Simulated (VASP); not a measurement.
The system is Mg.

```xyz
2
Lattice="3.2093 0.0000 0.0000 -1.6046 2.7793 0.0000 0.0000 0.0000 5.2103" Properties=species:S:1:pos:R:3 pbc="T T T"
Mg    1.6047    0.9264    3.9077
Mg    0.0000    1.8529    1.3026
```

- Program: VASP 6.6.1
- Task: relaxation of cell and atoms
- Functional: BLYP
- Dispersion: D3(BJ)
- Potentials or basis: VASP PAW PBE potentials, release 64 (Mg)
- Cutoff: 600 eV
- k mesh: 10 × 10 × 5
- Occupations: fermi-dirac, width 0.05 eV
- Spin: no spin polarisation

At the start: pressure -3.9 GPa; volume 23.24 Å³/atom.

How do energy, volume and symmetry change on relaxing?

Over 8 steps the energy falls by 39.7 meV/atom and the volume is 20.55 Å³/atom (-11.5 %); space group P6_3/mmc (No. 194, to 0.05 Å).

Step by step:
| step | energy change (eV) | largest force (eV/Å) | pressure (GPa) | volume (Å³) |
| --- | --- | --- | --- | --- |
| 1 | 0.0000 | 0.0000 | -3.93 | 46.47 |
| 2 | -0.0684 | 0.0000 | -1.52 | 42.74 |
| 3 | -0.0776 | 0.0000 | -0.01 | 41.09 |
| 4 | -0.0776 | 0.0000 | 0.10 | 40.98 |
| 5 | -0.0790 | 0.0000 | 0.10 | 41.00 |
| 6 | -0.0793 | 0.0000 | 0.10 | 41.01 |
| 7 | -0.0793 | 0.0000 | 0.10 | 41.01 |
| 8 | -0.0793 | 0.0000 | 0.00 | 41.11 |

Final structure:
```cif
data_structure
_symmetry_space_group_name_H-M 'P 1'
_symmetry_Int_Tables_number 1
_cell_length_a 3.0503
_cell_length_b 3.0503
_cell_length_c 5.1014
_cell_angle_alpha 90.000
_cell_angle_beta 90.000
_cell_angle_gamma 120.000
_cell_volume 41.11
loop_
_atom_site_label
_atom_site_type_symbol
_atom_site_fract_x
_atom_site_fract_y
_atom_site_fract_z
_atom_site_occupancy
Mg1 Mg 0.66667 0.33333 0.75000 1
Mg2 Mg 0.33333 0.66667 0.25000 1
```

Caveat: the PAW data sets were made with another functional, which shifts forces and pressure a little; the volume moved by -12 % from the deposited cell, more than functionals usually miss; pairwise dispersion overbinds metals, which lowers pressure and volume.
